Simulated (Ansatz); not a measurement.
Theory: Ansatz 0.2.0, DFT PBE, scalar-relativistic, plane waves, PAW. Settings: cutoff 420 eV, Γ-centred meshes spaced at most about 0.3 Å⁻¹, and about 0.25 Å⁻¹ or finer for metals (2π included), Gaussian smearing. Spin is collinear in cells that carry moments; the others ran without spin or lost their moments.

Each guess is relaxed in cell and atoms at zero pressure, on a coarse mesh first where it starts far from rest and then on a converged one. The steps can't lower the symmetry of the start, but it can rise. Energies are static (0 K, no zero-point motion).

Two unrelaxed guesses for Ti4H:

Guess 1.

```
Ti H
1.0
     4.15298    0.00000    0.00000
    -2.07649    3.59659    0.00000
     0.00000    0.00000    4.15130
Ti H
4 1
Direct
  0.50000 0.00000 0.00000
  0.00000 0.50000 0.00000
  0.50000 0.50000 0.00000
  0.00000 0.00000 0.50000
  0.00000 0.00000 0.00000
```

Guess 2.

```
Ti H
1.0
     4.83374    0.00000    0.00000
     0.00000    4.83374    0.00000
     0.00000    0.00000    3.05318
Ti H
4 1
Direct
  0.72176 0.00000 0.78381
  0.27824 0.00000 0.78381
  0.00000 0.72176 0.78381
  0.00000 0.27824 0.78381
  0.50000 0.50000 0.01376
```

Task: Do they relax into the same structure? If not, which is lower?

Result: No. Guess 1 ends lower, by 1.10 eV/atom. Guess 1: P6/mmm at 12.4 Å³/atom → P6/mmm at 15.4 Å³/atom; Guess 2: P4mm at 14.3 Å³/atom → P4/mmm at 19.8 Å³/atom. Counting Ti atoms around H (those within 1.25 times the shortest such distance or 1.15 times the sum of covalent radii; a plus sign parts nearer from farther groups; the shortest distance is added where it is long for a bond), the end of guess 1 has H 2 and the end of guess 2 has H 8+16 from 3.4 Å. End of guess 1. Conventional cell: a = 5.350 Å, c = 3.114 Å. Around Ti on a site of symmetry mmm lie 2 H at 2.67 Å, 4 Ti at 2.67 Å and 6 Ti at 3.09–3.11 Å; Ti on a site of symmetry 6/mmm has 2 H at 1.56 Å and 14 Ti at 3.09–3.11 Å; H has 2 Ti at 1.56 Å and 6 Ti at 2.67 Å. End of guess 2. Conventional cell: a = 6.250 Å, c = 2.533 Å. Ti is surrounded by 5 Ti at 2.53–2.59 Å; H has 2 H at 2.53 Å (long contacts).

Ends held by symmetry can be saddle points. Neither end is the lowest form computed: that has space group I4/mmm (No. 139) and lies 0.48 eV/atom below the better end. Even the lowest of the cells shown lies +0.39 eV/atom against the elements. With hydrogen, zero-point motion can shift such differences by 10 meV/atom or more. Another magnetic order may lie lower. Some types were kept out of the candidates beforehand, so the set may lack a known form.
